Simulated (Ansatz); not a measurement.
CuO (Tenorite):

```
Cu O
1.0
     2.34185   -1.71130    0.00000
     2.34185    1.71130    0.00000
    -0.85003    0.00000    5.05787
Cu O
2 2
Direct
  0.50000 0.00000 0.50000
  0.00000 0.50000 0.00000
  0.41840 0.58160 0.75000
  0.58160 0.41840 0.25000
```

Base run:

```yaml
Program: Ansatz 0.2.0
Functional: RPBE
Potentials_or_basis: Ansatz PAW
Cutoff: "420 eV (not typed: the program's choice for these potentials)"
k_mesh: 10 × 10 × 5
Occupations: gaussian, width 0.1 eV
Spin: no spin polarisation
```

Its results: band gap on the k mesh none (metal or under the smearing width); pressure 11.3 GPa; largest force 0.191 eV/Å.

The run is repeated on the same cell with these changes: occupations from gaussian, width 0.1 eV to gaussian, width 0.05 eV; dispersion from none to D3(BJ). What comes out?

Band gap on the k mesh none (metal or under the smearing width); pressure -11.9 GPa; largest force 0.135 eV/Å.

Caveats: the run has no spin polarisation, though such a crystal can be magnetic; semilocal functionals often make such compounds metallic where correlation or magnetic order opens a gap, which also shifts bond lengths; the PAW data sets come from PBE, with cores solved anew for the run's functional, which leaves a small shift of forces and pressure; pairwise dispersion overbinds metals, which lowers pressure and volume (some runs).
